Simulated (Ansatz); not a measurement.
# RbBr: what the smearing changes

Aim: hold RbBr and all else fixed and vary the smearing, to see how far energy and properties move.

Computed with Ansatz 0.2.0 (DFT, PBE, all-electron LAPW, scalar-relativistic, unless a step's input says otherwise).

1 further run of the same task is left out (it didn't finish).

### 1 The structure to begin with

Symmetry: Fm-3m, No. 225, cubic system. The conventional cell has a = 6.855 Å, b = 6.855 Å, c = 6.855 Å, α = 90.00°, β = 90.00°, γ = 90.00°. Around Rb (site symmetry m-3m) lie 6 Br at 3.43 Å. Br (site symmetry m-3m) has 6 Rb at 3.43 Å as nearest neighbours.

Structure file:

```cif
data_structure
_symmetry_space_group_name_H-M 'Fm-3m'
_symmetry_Int_Tables_number 225
_cell_length_a 6.8550
_cell_length_b 6.8550
_cell_length_c 6.8550
_cell_angle_alpha 90.000
_cell_angle_beta 90.000
_cell_angle_gamma 90.000
_cell_volume 322.12
loop_
_atom_site_label
_atom_site_type_symbol
_atom_site_symmetry_multiplicity
_atom_site_Wyckoff_symbol
_atom_site_fract_x
_atom_site_fract_y
_atom_site_fract_z
_atom_site_occupancy
Rb1 Rb 4 a 0.00000 0.00000 0.00000 1
Br1 Br 4 b 0.50000 0.00000 0.00000 1
```

The file gives the conventional cell by its symmetry; the runs use the cell typed in the input.

The geometry is a database entry used as it stands. It may stem from high pressure or temperature, or be incomplete, so it serves as a test cell.

Atoms are numbered in the order of the input: Rb1, Br2.

### 2 With Fermi–Dirac smearing of 0.28 eV

input.yaml reads:

```yaml
crystal:
  lattice:
    - [0.0, 3.4275, 3.4275]
    - [3.4275, 0.0, 3.4275]
    - [3.4275, 3.4275, 0.0]
  atoms:
    - { symbol: Rb, position: [0.0, 0.0, 0.0] }
    - { symbol: Br, position: [0.5, 0.5, 0.5] }
kpoints:
  mp_grid: { grid: [7, 7, 7] }
scf:
  occupations: { method: fermi_dirac, width: 0.28 }
hamiltonian:
  xc: pbe
  pseudopotentials: { kind: all_electron, lapw: { basis_error: 0.001 } }
output:
  forces: true
  stress: true
  eigenvalues: true
```

Launch:

```console
$ ansatz run input.yaml --threads 1 --pin off --max-ram 2048MiB --backend cpu --events-out ev --progress --plain --runs-dir out
```

### 3 With Gaussian smearing of 0.2 eV

Changes to input.yaml since step 2:

```diff
@@ -11,3 +11,3 @@
 scf:
-  occupations: { method: fermi_dirac, width: 0.28 }
+  occupations: { method: gaussian, width: 0.2 }
 hamiltonian:
```

### 4 With Gaussian smearing of 0.05 eV

Changes to input.yaml since step 3:

```diff
@@ -11,3 +11,3 @@
 scf:
-  occupations: { method: gaussian, width: 0.2 }
+  occupations: { method: gaussian, width: 0.05 }
 hamiltonian:
```

### 5 With cold smearing of 0.15 eV

Changes to input.yaml since step 4:

```diff
@@ -11,3 +11,3 @@
 scf:
-  occupations: { method: gaussian, width: 0.05 }
+  occupations: { method: cold, width: 0.15 }
 hamiltonian:
```

### 6 With tetrahedron filling

Changes to input.yaml since step 5:

```diff
@@ -11,3 +11,3 @@
 scf:
-  occupations: { method: cold, width: 0.15 }
+  occupations: { method: tetrahedron }
 hamiltonian:
```

(Steps that only read results are left out.)

Before running it: what results should come out? Wanted: pressure, in all runs; gap, in all runs.

The runs gave:

| quantity | value |
| --- | --- |
| largest change of energy from «Fermi–Dirac smearing of 0.28 eV» (zero smearing) | -0.1 meV/atom (Gaussian smearing of 0.2 eV) |
| pressure, in all runs (LAPW) | 0.99 GPa |
| gap, in all runs (LAPW) | 4.36 eV |

What this shows: Across the runs the energy spans 0.1 meV/atom. The pressure spans under 0.01 GPa (LAPW, the tetrahedron run left out, since its derivatives are unreliable).

These are semilocal Kohn-Sham gaps, which aren't the measured quantity. Such gaps usually fall short of the measured ones.
